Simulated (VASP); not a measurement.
A run of VASP 6.6.1 is set up as follows.

File INCAR:

```
SYSTEM = NaI
PREC     = Accurate       ! precision mode
ENCUT    = 300            ! plane-wave cutoff, eV
EDIFF    = 1E-7           ! SCF threshold, eV
ISMEAR   = 0              ! smearing method
SIGMA    = 0.03           ! smearing width, eV
LREAL    = .FALSE.        ! projectors in reciprocal space
LASPH    = .TRUE.         ! aspherical terms in the spheres
NELM     = 80             ! most SCF steps
ALGO     = Normal         ! electronic algorithm
ISIF     = 2              ! what is computed and relaxed
LWAVE    = .FALSE.        ! write WAVECAR
LCHARG   = .FALSE.        ! write CHGCAR
GGA      = PE             ! functional
IBRION   = 2              ! ionic algorithm
NSW      = 40             ! ionic steps
EDIFFG   = -0.01          ! ionic threshold
```

File KPOINTS:

```
Automatic mesh
0
G
  4 4 4
  0 0 0
```

Contents of POSCAR:

```
NaI                                     
1.0
    0.0000000000      3.1885755711      3.1885755711
    3.1885755711      0.0000000000      3.1885755711
    3.1885755711      3.1885755711      0.0000000000
  Na              I             
     1     1
Direct
     0.0000000000000000    0.0000000000000000    0.0000000000000000
     0.5000000000000000    0.5000000000000000    0.5000000000000000
```

Potentials or basis: VASP PAW PBE potentials, release 64 (Na, I).

Launch:

```console
$ cat potpaw_PBE.64/Na/POTCAR potpaw_PBE.64/I/POTCAR > POTCAR
$ mpirun -np 1 vasp_std > vasp.out
```

Task: What does it give for the band gap on the k mesh?

Result: 3.75 eV, direct.

Final structure:
```cif
data_structure
_symmetry_space_group_name_H-M 'P 1'
_symmetry_Int_Tables_number 1
_cell_length_a 4.5093
_cell_length_b 4.5093
_cell_length_c 4.5093
_cell_angle_alpha 60.000
_cell_angle_beta 60.000
_cell_angle_gamma 60.000
_cell_volume 64.84
loop_
_atom_site_label
_atom_site_type_symbol
_atom_site_fract_x
_atom_site_fract_y
_atom_site_fract_z
_atom_site_occupancy
Na1 Na 0.00000 0.00000 0.00000 1
I1 I 0.50000 0.50000 0.50000 1
```

Caveat: the k mesh is coarse (spacing up to 0.43 Å⁻¹), so the values aren't converged; the relaxation stopped at its first step, so nothing moved; spin-orbit coupling is left out, which moves the levels of the heavy elements.
